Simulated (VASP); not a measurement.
# InP (F-43m) in VASP: further runs, part 3 of 3

VASP 6.6.1. Earlier steps stand in the parts before.

**6. Single point, PBEsol, spin-orbit coupling, no magnetisation**

INCAR

```
PREC = Accurate ; ENCUT = 400
EDIFF = 1E-7 ; ISMEAR = 0
SIGMA = 0.02 ; LREAL = False
LASPH = True ; NELM = 100
ALGO = Normal ; ISIF = 2
LWAVE = False ; LCHARG = False
MAGMOM = 0 0 0 0 0 0 ; LORBIT = 11
LSORBIT = True ; GGA_COMPAT = False
GGA = PS ; NBANDS = 34
```

KPOINTS

```
Automatic mesh
0
Gamma
  6 6 6
```

POSCAR

```
InP
1.0
    0.0000000000      2.9305000000      2.9305000000
    2.9305000000      0.0000000000      2.9305000000
    2.9305000000      2.9305000000      0.0000000000
In P
1 1
Direct
    0.0000000000      0.0000000000      0.0000000000
    0.7500000000      0.7500000000      0.7500000000
```

Potentials or basis: VASP PAW PBE potentials, release 64 (In_d, P).

Started as:

```
> cat potpaw_PBE.64/In_d/POTCAR potpaw_PBE.64/P/POTCAR > POTCAR
> mpirun -np 1 vasp_ncl > vasp.out
```

OUTCAR:

```text
PREC = Accurate
   ENCUT = 400
   EDIFF = 1E-7
   ISMEAR = 0
   LREAL = False
   LASPH = True
   NELM = 100
   ISIF = 2
   LORBIT = 11
   LSORBIT = True
   GGA = PS

 Found     22 irreducible k-points:

 Following reciprocal coordinates:
            Coordinates               Weight
  0.000000  0.000000  0.000000      1.000000
  0.166667  0.000000  0.000000      4.000000
 -0.166667  0.000000  0.000000      4.000000
  0.333333  0.000000  0.000000      4.000000
 -0.333333  0.000000  0.000000      4.000000
  0.500000  0.000000  0.000000      4.000000
   k-points           NKPTS =     22   k-points in BZ     NKDIM =     22   number of bands    NBANDS=     34
   number of dos      NEDOS =    301   number of ions     NIONS =      2
   total plane-waves  NPLWV =  21952
   dimension x,y,z NGX =    28 NGY =   28 NGZ =   28
   dimension x,y,z NGXF=    56 NGYF=   56 NGZF=   56
   ions per type =               1   1
   NGX,Y,Z   is equivalent  to a cutoff of  11.23, 11.23, 11.23 a.u.
   NGXF,Y,Z  is equivalent  to a cutoff of  22.46, 22.46, 22.46 a.u.
 SYSTEM =  unknown system
   PREC   = accura    normal or accurate (medium, high low for compatibility)
   ISTART =      0    job   : 0-new  1-cont  2-samecut
   ICHARG =      2    charge: 1-file 2-atom 10-const
   ISPIN  =      1    spin polarized calculation?
[... 317 lines left out ...]
     0.0000000     0.0000000     0.0000000     0.0000000     0.0000000     0.0000000     0.0000000
     0.0000000     0.0000000     0.0000000     0.0000000     0.0000000     0.0000000     0.0000000
     0.0000000     0.0000000     0.0000000     0.0000000     0.0000000     0.0000000     0.0000000
     0.0000000     0.0000000     0.0000000     0.0000000     0.0000000     0.0000000     0.0000000

 Ion:    2  E_soc:     -0.0010832
 l=   1
     0.0000000    -0.0001805    -0.0001805
    -0.0001805     0.0000000    -0.0001805
    -0.0001805    -0.0001805     0.0000000
 l=   2
     0.0000000     0.0000000     0.0000000     0.0000000     0.0000000
     0.0000000     0.0000000     0.0000000     0.0000000     0.0000000
     0.0000000     0.0000000     0.0000000     0.0000000     0.0000000
     0.0000000     0.0000000     0.0000000     0.0000000     0.0000000
     0.0000000     0.0000000     0.0000000     0.0000000     0.0000000
 l=   3
     0.0000000     0.0000000     0.0000000     0.0000000     0.0000000     0.0000000     0.0000000
     0.0000000     0.0000000     0.0000000     0.0000000     0.0000000     0.0000000     0.0000000
     0.0000000     0.0000000     0.0000000     0.0000000     0.0000000     0.0000000     0.0000000
     0.0000000     0.0000000     0.0000000     0.0000000     0.0000000     0.0000000     0.0000000
     0.0000000     0.0000000     0.0000000     0.0000000     0.0000000     0.0000000     0.0000000
     0.0000000     0.0000000     0.0000000     0.0000000     0.0000000     0.0000000     0.0000000
     0.0000000     0.0000000     0.0000000     0.0000000     0.0000000     0.0000000     0.0000000

 total charge

# of ion       s       p       d       tot
------------------------------------------
    1        0.827   0.778   9.901  11.506
    2        1.026   1.481   0.000   2.507
--------------------------------------------------
tot          1.854   2.258   9.901  14.013

 magnetization (x)

# of ion       s       p       d       tot
------------------------------------------
    1       -0.000  -0.000   0.000  -0.000
    2       -0.000   0.000   0.000   0.000
--------------------------------------------------
tot         -0.000   0.000   0.000   0.000

 magnetization (y)

# of ion       s       p       d       tot
------------------------------------------
    1        0.000   0.000   0.000   0.000
    2        0.000   0.000   0.000   0.000
--------------------------------------------------
tot          0.000   0.000   0.000   0.000

 magnetization (z)

# of ion       s       p       d       tot
------------------------------------------
    1       -0.000   0.000  -0.000   0.000
    2        0.000   0.000   0.000   0.000
--------------------------------------------------
tot          0.000   0.000  -0.000   0.000
```

OSZICAR:

```text
N       E                     dE             d eps       ncg     rms          rms(c)
DAV:   1     0.145389756364E+03    0.14539E+03   -0.66259E+03  1504   0.997E+02
DAV:   2     0.691093424421E+01   -0.13848E+03   -0.13109E+03  1536   0.295E+02
DAV:   3    -0.886145799899E+01   -0.15772E+02   -0.15468E+02  1810   0.108E+02
DAV:   4    -0.955005620676E+01   -0.68860E+00   -0.68632E+00  1814   0.228E+01
DAV:   5    -0.958693727897E+01   -0.36881E-01   -0.36873E-01  2302   0.489E+00    0.556E+00
DAV:   6    -0.921270267008E+01    0.37423E+00   -0.43073E-01  2144   0.128E+01    0.318E+00
DAV:   7    -0.918145613258E+01    0.31247E-01   -0.18513E-01  2366   0.335E+00    0.122E+00
DAV:   8    -0.917831116669E+01    0.31450E-02   -0.14951E-02  2224   0.148E+00    0.722E-01
DAV:   9    -0.917834525726E+01   -0.34091E-04   -0.15710E-03  1660   0.233E-01    0.174E-01
DAV:  10    -0.917838585854E+01   -0.40601E-04   -0.46998E-04  2142   0.387E-01    0.103E-01
DAV:  11    -0.917843322996E+01   -0.47371E-04   -0.10035E-04  1928   0.101E-01    0.345E-02
DAV:  12    -0.917844020118E+01   -0.69712E-05   -0.22985E-05  1982   0.427E-02    0.166E-02
DAV:  13    -0.917844025189E+01   -0.50714E-07   -0.14174E-06  1800   0.103E-02    0.740E-03
DAV:  14    -0.917844023931E+01    0.12581E-07   -0.18085E-07  1796   0.246E-03
   1 F= -.91784402E+01 E0= -.91784402E+01  d E =-.427822E-28  mag=     0.0000     0.0000    -0.0000
```

stdout:

```text
POSCAR found type information on POSCAR InP
 POSCAR found :  2 types and       2 ions
 scaLAPACK will be used
 -----------------------------------------------------------------------------
|                                                                             |
|                                                                             |
|     You enforced a specific xc type in the INCAR file but a different       |
|     I HOPE YOU KNOW WHAT YOU ARE DOING!                                     |
|                                                                             |
 -----------------------------------------------------------------------------

 LDA part: xc-table for (Slater+PW92), standard interpolation
 POSCAR, INCAR and KPOINTS ok, starting setup
 FFT: planning ... GRIDC
 FFT: planning ... GRID_SOFT
 FFT: planning ... GRID
 WAVECAR not read
 entering main loop
```

Run time: 51 s. Hardware: 1 thread of Intel Xeon Platinum 8488C (Sapphire Rapids), shared host; peak memory 0.25 GiB.

These settings aren't checked as converged: the numbers below hold their error.

Results:

| Property | Result |
| --- | --- |
| Free energy | -9.1784 eV |
| Pressure | 0.5 GPa |
| Valence electrons inside the program's atomic spheres | In 11.51; P 2.51 |

Caveat: the PAW data sets were made with another functional, which shifts forces and pressure a little.

**7. For comparison**

An earlier run on the cell as given: functional PBEsol; potentials or basis VASP PAW PBE potentials, release 64 (In_d, P); cutoff 520 eV; k mesh 8 × 8 × 8; occupations fermi-dirac, width 0.05 eV; no spin polarisation.

- Pressure: 0.6 GPa
- Band gap on the k mesh: 0.61 eV, direct
